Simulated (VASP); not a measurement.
**Ca: relaxation of cell and atoms with revTPSS**

The system is Ca.

```
CELL_PARAMETERS angstrom
3.98000 0.00000 0.00000
-1.99000 3.44678 0.00000
0.00000 0.00000 6.52000
ATOMIC_POSITIONS crystal
Ca 0.66667 0.33333 0.75000
Ca 0.33333 0.66667 0.25000
```

This isn't the form of Ca at room conditions, which is fcc.

```
Program                : VASP 6.6.1
Task                   : relaxation of cell and atoms
Functional             : revTPSS
Potentials or basis    : VASP PAW PBE potentials, release 64 (Ca_sv)
Cutoff                 : 600 eV
k mesh                 : 8 × 8 × 4
Occupations            : methfessel-paxton, width 0.1 eV
Spin                   : no spin polarisation
Further INCAR settings : ALGO = Normal; EDIFF = 1e-06; IBRION = 2; EDIFFG = -0.01; NSW = 40; ISIF = 3
```

| Quantity | Value |
| --- | --- |
| Relaxed volume | 42.27 Å³/atom |
| Relaxed cell | a = 3.892 Å, b = 3.892 Å, c = 6.443 Å, α = 90.00°, β = 90.00°, γ = 120.00° |
| Space group after relaxing (to 0.05 Å) | P6_3/mmc (No. 194) |
| Energy gained by relaxing | 7.0 meV/atom |
| Ionic steps | 7 |
| Pressure after relaxing | 0.0 GPa |
| Band gap on the k mesh | none (metal or under the smearing width) |

Step by step:
| step | energy change (eV) | largest force (eV/Å) | pressure (GPa) | volume (Å³) |
| --- | --- | --- | --- | --- |
| 1 | 0.0000 | 0.0000 | -0.84 | 89.44 |
| 2 | -0.0117 | 0.0000 | -0.35 | 86.46 |
| 3 | -0.0138 | 0.0000 | -0.03 | 84.83 |
| 4 | -0.0138 | 0.0000 | 0.01 | 84.60 |
| 5 | -0.0138 | 0.0000 | 0.03 | 84.51 |
| 6 | -0.0140 | 0.0000 | 0.02 | 84.53 |
| 7 | -0.0140 | 0.0000 | 0.02 | 84.53 |

Final structure:
```yaml
crystal:
  lattice:
    - [3.89217, 0.00000, 0.00000]
    - [-1.94608, 3.37072, 0.00000]
    - [0.00000, 0.00000, 6.44341]
  atoms:
    - { symbol: Ca, position: [0.66667, 0.33333, 0.75000] }
    - { symbol: Ca, position: [0.33333, 0.66667, 0.25000] }
```

Levels at points of the mesh, in eV from the Fermi level:
| k point | band 8 | band 9 | band 10 | band 11 | band 12 | band 13 |
| --- | --- | --- | --- | --- | --- | --- |
| (0.00, 0.00, 0.00) | -23.26 | -4.05 | -1.03 | -0.32 | 2.39 | 2.46 |
| (0.50, 0.00, 0.00) | -23.29 | -1.08 | -0.71 | 0.24 | 0.43 | 1.40 |
| (0.00, 0.00, 0.50) | -23.28 | -3.06 | -3.06 | 1.44 | 1.44 | 2.46 |
| (0.50, 0.00, 0.50) | -23.30 | -0.65 | -0.65 | 0.07 | 0.07 | 1.54 |

Wall time 11 min on 1 thread of Intel(R) Xeon(R) Platinum 8488C (Sapphire Rapids) (shared host), peak memory 0.27 GiB.

Caveat: the PAW data sets were made with another functional, which shifts forces and pressure a little.
